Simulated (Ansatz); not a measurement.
# Mo: the cost of one run

Method: DFT PBEsol, scalar-relativistic, plane waves, PAW, in Ansatz 0.2.0.

## Step 1: The structure to begin with

Symmetry: Im-3m, No. 229, cubic system. Conventional cell: a = 3.168 Å, b = 3.168 Å, c = 3.168 Å, α = 90.00°, β = 90.00°, γ = 90.00°. Mo (site symmetry m-3m) has 8 Mo at 2.74 Å as nearest neighbours.

Structure file:

```
Mo
1.0
    -1.58381    1.58381    1.58381
     1.58381   -1.58381    1.58381
     1.58381    1.58381   -1.58381
Mo
1
Direct
  0.00000 0.00000 0.00000
```

This is candidate A: structure listed in a database for this formula (Im-3m, No. 229).

(A quick probe on a coarse mesh, which set the mesh and smearing, is not shown.)

## Step 3: Rough relaxation on the coarse mesh (candidate A)

input.yaml reads:

```yaml
crystal:
  lattice:
    - [-1.5838089719, 1.5838089719, 1.5838089719]
    - [1.5838089719, -1.5838089719, 1.5838089719]
    - [1.5838089719, 1.5838089719, -1.5838089719]
  atoms:
    - { symbol: Mo, position: [0.0, 0.0, 0.0] }
basis:
  ecutwfc: 420
kpoints:
  mp_grid: { grid: [8, 8, 8] }
hamiltonian:
  xc: pbesol
scf:
  occupations: { method: gaussian, width: 0.1 }
  lower_state_search: "off"
output:
  forces: true
  stress: true
  eigenvalues: true
relax:
  adjacent_minimum: "off"
  f_tol: 0.04
  max_steps: 70
  cell: { stress_tol: 0.4 }
```

**Question.** How long does this run take on 1 thread of an x86-64 CPU, shared host, and how much memory does it need?

About 1.6 s, with a peak of 0.4 GiB.
